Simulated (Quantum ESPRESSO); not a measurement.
Runs of Quantum ESPRESSO 7.5 on FeO (Wuestite). It takes space group Fm-3m (No. 225, cubic). Conventional cell: a = 4.311 Å, b = 4.311 Å, c = 4.311 Å, α = 90.00°, β = 90.00°, γ = 90.00°. Around Fe (site symmetry m-3m) lie 6 O at 2.16 Å. O (site symmetry m-3m) has 6 Fe at 2.16 Å as nearest neighbours. 

```tsv
task	level	potentials or basis	U	cell	k mesh	start of the occupations	hubbard projectors	form of the LDA correlation	q mesh	iterations	gap on the mesh (eV)	moment (μB)
Hubbard U by linear response	LDA+U	JTH 2.0 LDA	Fe d U = 3 eV	as given	8 × 8 × 8	default	ortho-atomic	PW92	2 × 2 × 2	-	none	4.00
phonons	PBE	JTH 2.0 PBE	-	relaxed	8 × 8 × 8, shifted	-	-	-	-	-	none	4.00
phonons	LDA	JTH 2.0 LDA	-	relaxed	8 × 8 × 8, shifted	-	-	PW92	-	-	none	(a)
phonon dispersion	LDA	JTH 2.0 LDA	-	relaxed	6 × 6 × 6, shifted	-	-	PW92	2 × 2 × 2	-	none	3.81
Wannier functions	LDA	JTH 2.0 LDA	-	as given	8 × 8 × 8	-	-	PW92	-	0	none	4.00
```

Alike in all rows: spin collinear, ferromagnetic start; cutoff (eV) 490; smearing fermi-dirac 0.05 eV; the mesh is coarse, so values aren't converged.

**Question.** Estimate the missing entries.

**Answer.** (a) 3.73.

Caveats: some runs use coarse meshes; the cutoff lies well under what these potentials need, so the values aren't converged; a cell with one magnetic atom can't hold antiferromagnetic order, which such compounds often take; semilocal functionals often make such compounds metallic where correlation or magnetic order opens a gap, which also shifts bond lengths (some runs); before the sum rule the acoustic modes lie tens of cm⁻¹ from zero, a sign that the density grid also shifts the optical modes (some runs); the mesh is thin for the phonons of a metal (some runs); some modes are imaginary (some runs).

A gap of «none» marks a metal or a gap under the smearing width.
